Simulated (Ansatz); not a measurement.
# SiC: a single-point run

The task is a single-point run on SiC. The structure is shown as the input types it. The cell is built on a prototype (rocksalt) and needn't be the phase found in nature.

Method: density functional or hybrid calculation with the settings of its input, plane waves (as first typed), in Ansatz 0.2.0.

1 further run of the same task is left out (it didn't finish).

**1. The structure to begin with**

The structure is cubic, space group Fm-3m (No. 225). The conventional cell has a = 4.028 Å, b = 4.028 Å, c = 4.028 Å, α = 90.00°, β = 90.00°, γ = 90.00°. Si (site symmetry m-3m) has 6 C at 2.01 Å as nearest neighbours. C (site symmetry m-3m) has 6 Si at 2.01 Å as nearest neighbours.

Coordinates:

```xyz
2
Lattice="0.0000 2.0139 2.0139 2.0139 0.0000 2.0139 2.0139 2.0139 0.0000" Properties=species:S:1:pos:R:3 pbc="T T T"
Si    0.0000    0.0000    0.0000
C     2.0139    2.0139    2.0139
```

**2. The run**

input.yaml

```yaml
crystal:
  lattice:
    - [0.0, 2.0138689999, 2.0138689999]
    - [2.0138689999, 0.0, 2.0138689999]
    - [2.0138689999, 2.0138689999, 0.0]
  atoms:
    - { symbol: Si, position: [0.0, 0.0, 0.0] }
    - { symbol: C, position: [0.5, 0.5, 0.5] }
kpoints:
  mp_grid: { grid: [8, 8, 8] }
hamiltonian:
  xc: pbe
scf:
  occupations: { method: fermi_dirac, width: 0.02 }
  n_extra_bands: 4
  max_iter: 76
output:
  forces: true
  stress: true
  eigenvalues: true
basis:
  ecutwfc: 120
```

On the command line:

```console
ansatz run input.yaml --threads 4 --pin off --max-ram 3686MiB --backend cpu --events-out ev --progress --plain --runs-dir out
```

Q: Will this input give a usable result? If not, why, and what should change?

The run converged and reported no error, with warnings (cutoff below recommended). It gives a pressure of 36 GPa, which is large; a structure far from rest gives such values too, whatever the setting.

The suspect setting: basis.ecutwfc is 120. With so few plane waves the basis is incomplete by a wide margin. The potentials' recommended cutoff is 420 eV.

To check: delete basis.ecutwfc (the default then holds).
